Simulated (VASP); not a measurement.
# InP (F-43m) in VASP: reference runs, part 3 of 3

VASP 6.6.1.

## (5) Equation of state, PBE, 24.16 Å³/atom (volume scaled by 0.96)

Input file INCAR:

```
  PREC = Accurate
  ENCUT = 520
  EDIFF = 1E-7
  ISMEAR = -1
  SIGMA = 0.05
  LREAL = False
  LASPH = True
  NELM = 80
  ALGO = Normal
  ISIF = 2
  LWAVE = False
  LCHARG = False
  GGA = PE
  NBANDS = 16
```

Input file KPOINTS:

```
regular mesh
0
Gamma
  8 8 8
```

Input file POSCAR:

```
InP
1.0
    0.0000000000      2.8908937935      2.8908937935
    2.8908937935      0.0000000000      2.8908937935
    2.8908937935      2.8908937935      0.0000000000
In P
1 1
Direct
    0.0000000000      0.0000000000      0.0000000000
    0.7500000000      0.7500000000      0.7500000000
```

Command:

```sh
$ cat potpaw_PBE.64/In_d/POTCAR potpaw_PBE.64/P/POTCAR > POTCAR
$ mpirun -np 1 vasp_std > vasp.out
```

Run time: 44 s. Hardware: 1 thread of AMD EPYC 7R43 (Zen 3), shared host; peak memory 0.14 GiB.

Results (log left out):

```
Free energy            : -8.3189 eV
Pressure               : 6.6 GPa
Band gap on the k mesh : 0.93 eV, direct
```

Caveat: spin-orbit coupling is left out, which moves the levels of the heavy elements.

## (6) Equation of state, PBE, 24.66 Å³/atom (volume scaled by 0.98)

Input file INCAR:

```
PREC = Accurate ; ENCUT = 520
EDIFF = 1E-7 ; ISMEAR = -1
SIGMA = 0.05 ; LREAL = F
LASPH = T ; NELM = 100
ALGO = Normal ; ISIF = 2
LWAVE = F ; LCHARG = F
GGA = PE ; NBANDS = 16
```

Input file KPOINTS:

```
Automatic mesh
0
Gamma
  8 8 8
```

Input file POSCAR:

```
InP
1.0
    0.0000000000      2.9108316221      2.9108316221
    2.9108316221      0.0000000000      2.9108316221
    2.9108316221      2.9108316221      0.0000000000
In P
1 1
Direct
    0.0000000000      0.0000000000      0.0000000000
    0.7500000000      0.7500000000      0.7500000000
```

Potentials or basis: VASP PAW PBE potentials, release 64 (In_d, P).

Command:

```sh
$ cat potpaw_PBE.64/In_d/POTCAR potpaw_PBE.64/P/POTCAR > POTCAR
$ mpirun -np 1 vasp_std > vasp.out
```

It took 40 s on 1 thread of AMD EPYC 7R43 (Zen 3), shared host; peak memory 0.14 GiB.

It converged, with:

```
Free energy            : -8.3550 eV
Pressure               : 4.9 GPa
Band gap on the k mesh : 0.82 eV, direct
```

Caveat: spin-orbit coupling is left out, which moves the levels of the heavy elements.

## (7) Equation of state, PBE, 25.67 Å³/atom (volume scaled by 1.02)

Input file INCAR:

```
  PREC = Accurate
  ENCUT = 520
  EDIFF = 1E-7
  ISMEAR = -1
  SIGMA = 0.05
  LREAL = False
  LASPH = True
  NELM = 100
  ALGO = Normal
  ISIF = 2
  LWAVE = False
  LCHARG = False
  GGA = PE
  NBANDS = 16
```

KPOINTS is that of step 6.

Input file POSCAR:

```
InP
1.0
    0.0000000000      2.9499078504      2.9499078504
    2.9499078504      0.0000000000      2.9499078504
    2.9499078504      2.9499078504      0.0000000000
In P
1 1
Direct
    0.0000000000      0.0000000000      0.0000000000
    0.7500000000      0.7500000000      0.7500000000
```

Command:

```sh
$ cat potpaw_PBE.64/In_d/POTCAR potpaw_PBE.64/P/POTCAR > POTCAR
$ mpirun -np 1 vasp_std > vasp.out
```

Run time: 54 s. Hardware: 1 thread of AMD EPYC 7R43 (Zen 3), shared host; peak memory 0.15 GiB.

Results (log left out):

```yaml
Free_energy: -8.3972 eV
Pressure: 1.9 GPa
Band_gap_on_the_k_mesh: 0.60 eV, direct
```

Caveat: spin-orbit coupling is left out, which moves the levels of the heavy elements.

## (8) Equation of state, PBE, 26.17 Å³/atom (volume scaled by 1.04)

Input file INCAR:

```
PREC     = Accurate       # precision mode
ENCUT    = 520            # plane-wave cutoff, eV
EDIFF    = 1E-7           # SCF threshold, eV
ISMEAR   = -1             # smearing method
SIGMA    = 0.05           # smearing width, eV
LREAL    = False          # projectors in reciprocal space
LASPH    = True           # aspherical terms in the spheres
NELM     = 80             # most SCF steps
ALGO     = Normal         # electronic algorithm
ISIF     = 2              # what is computed and relaxed
LWAVE    = False          # write WAVECAR
LCHARG   = False          # write CHGCAR
GGA      = PE             # functional
NBANDS   = 16             # bands
```

Input file KPOINTS:

```
regular mesh
0
Gamma
  8 8 8
```

Input file POSCAR:

```
InP
1.0
    0.0000000000      2.9690636329      2.9690636329
    2.9690636329      0.0000000000      2.9690636329
    2.9690636329      2.9690636329      0.0000000000
In P
1 1
Direct
    0.0000000000      0.0000000000      0.0000000000
    0.7500000000      0.7500000000      0.7500000000
```

Command:

```sh
$ cat potpaw_PBE.64/In_d/POTCAR potpaw_PBE.64/P/POTCAR > POTCAR
$ mpirun -np 1 vasp_std > vasp.out
```

Wall time 38 s (1 thread of AMD EPYC 7R43 (Zen 3), shared host); peak memory 0.14 GiB.

The run converged. Its results:

```
Free energy            : -8.4051 eV
Pressure               : 0.6 GPa
Band gap on the k mesh : 0.50 eV, direct
```

Caveat: spin-orbit coupling is left out, which moves the levels of the heavy elements.

## (9) Equation of state, PBE, 26.68 Å³/atom (volume scaled by 1.06)

Input file INCAR:

```
ALGO = Normal
EDIFF = 1E-7
ENCUT = 520
GGA = PE
ISIF = 2
ISMEAR = -1
LASPH = True
LCHARG = False
LREAL = False
LWAVE = False
NBANDS = 16
NELM = 80
PREC = Accurate
SIGMA = 0.05
```

Input file KPOINTS:

```
k-points
0
Gamma
  8 8 8
```

Input file POSCAR:

```
InP
1.0
    0.0000000000      2.9879753761      2.9879753761
    2.9879753761      0.0000000000      2.9879753761
    2.9879753761      2.9879753761      0.0000000000
In P
1 1
Direct
    0.0000000000      0.0000000000      0.0000000000
    0.7500000000      0.7500000000      0.7500000000
```

Potentials or basis: VASP PAW PBE potentials, release 64 (In_d, P).

Command:

```sh
$ cat potpaw_PBE.64/In_d/POTCAR potpaw_PBE.64/P/POTCAR > POTCAR
$ mpirun -np 1 vasp_std > vasp.out
```

OUTCAR:

```text
EDIFF = 1E-7
   ENCUT = 520
   GGA = PE
   ISIF = 2
   ISMEAR = -1
   LASPH = True
   LREAL = False
   NELM = 80
   PREC = Accurate

 ion  position               nearest neighbor table
   1  0.000  0.000  0.000-   2 2.59   2 2.59   2 2.59   2 2.59
   2  0.750  0.750  0.750-   1 2.59   1 2.59   1 2.59   1 2.59

  LATTYP: Found a face centered cubic cell.
 ALAT       =     5.9759507522

  Lattice vectors:

[... 738 lines left out ...]
     16      16.3414      0.00000

------------------------ aborting loop because EDIFF is reached ----------------------------------------

  FORCE on cell =-STRESS in cart. coord.  units (eV):
  Direction    XX          YY          ZZ          XY          YZ          ZX
  --------------------------------------------------------------------------------------
  -------------------------------------------------------------------------------------
  Total       -0.1778672     -0.1778672     -0.1778672      0.0000000      0.0000000     -0.0000000
  in kB       -5.3412817     -5.3412817     -5.3412817      0.0000000      0.0000000     -0.0000000
  external PRESSURE =      -5.3412817 kB  Pullay stress =       0.0000000 kB

 VOLUME and BASIS-vectors are now :
 -----------------------------------------------------------------------------
  energy-cutoff  :      520.00
  volume of cell :       53.35
      direct lattice vectors                 reciprocal lattice vectors
     0.000000000  2.987975376  2.987975376    -0.167337390  0.167337390  0.167337390
     2.987975376  0.000000000  2.987975376     0.167337390 -0.167337390  0.167337390
     2.987975376  2.987975376  0.000000000     0.167337390  0.167337390 -0.167337390

 POSITION                                       TOTAL-FORCE (eV/Angst)
 -----------------------------------------------------------------------------------
      0.00000      0.00000      0.00000         0.000000      0.000000     -0.000000
      4.48196      4.48196      4.48196        -0.000000     -0.000000      0.000000
 -----------------------------------------------------------------------------------
    total drift:                                0.000000      0.000000      0.000000

  FREE ENERGIE OF THE ION-ELECTRON SYSTEM (eV)
  ---------------------------------------------------
  free  energy   TOTEN  =        -8.4054979275 eV

  energy  without entropy=       -8.4054218278  energy(sigma->0) =       -8.40545988
```

Run time: 42 s. Hardware: 1 thread of AMD EPYC 7R43 (Zen 3), shared host; peak memory 0.15 GiB.

What came out:

```
Free energy            : -8.4055 eV
Pressure               : -0.5 GPa
Band gap on the k mesh : 0.39 eV, direct
```

Caveat: spin-orbit coupling is left out, which moves the levels of the heavy elements.

## (10) Equation of state, PBE

Potentials or basis: VASP PAW PBE potentials, release 64 (In_d, P).

No new run: the results of the series are fitted here.

What came out:

```
Equilibrium volume                      : 26.45 Å³/atom
Bulk modulus                            : 60 GPa
Pressure derivative of the bulk modulus : 4.6
```

Energy against volume, from the lowest point:
```csv
volume (Å³/atom),energy (meV/atom)
23.657,67.19
24.160,43.30
24.663,25.23
25.167,12.36
25.670,4.17
26.173,0.20
26.677,0.00
```

PBE usually gives volumes a little too large and moduli too small.

## (11) Overview

| task | cell | gap on the mesh (eV) | pressure (GPa) |
| --- | --- | --- | --- |
| single point | as given | 0.71 | 3.3 |
| single point | atoms moved at random, drawn with an rms of 0.05 Å | 0.53 | 3.6 |
| equation of state | as given | - | - |

Alike in all rows: level PBE; potentials or basis VASP PAW PBE potentials, release 64 (In_d, P); no spin polarisation; k mesh 8 × 8 × 8; cutoff (eV) 520; smearing fermi-dirac 0.05 eV.

Caveats: spin-orbit coupling is left out, which moves the levels of the heavy elements (some runs).

Total energies depend on the potentials used, so only differences within one code and one set of settings carry meaning.

## (12) Comparison with measurements

Step 2. Against the measured gap of InP, 1.4236 eV (direct; 1.6 K; a printed reference work, data compilation), the calculated 0.71 eV is off by -0.71 eV. Spin-orbit coupling on In is left out. The value is that of PBE, without temperature or zero-point motion. Semilocal functionals fall short of measured gaps as a rule.

Step 10. A measured bulk modulus of InP is 71 GPa (a printed reference work, data compilation); the calculated 60 GPa misses it by -16.0 %. The fit is for a static lattice scaled at fixed shape and fixed fractional positions.
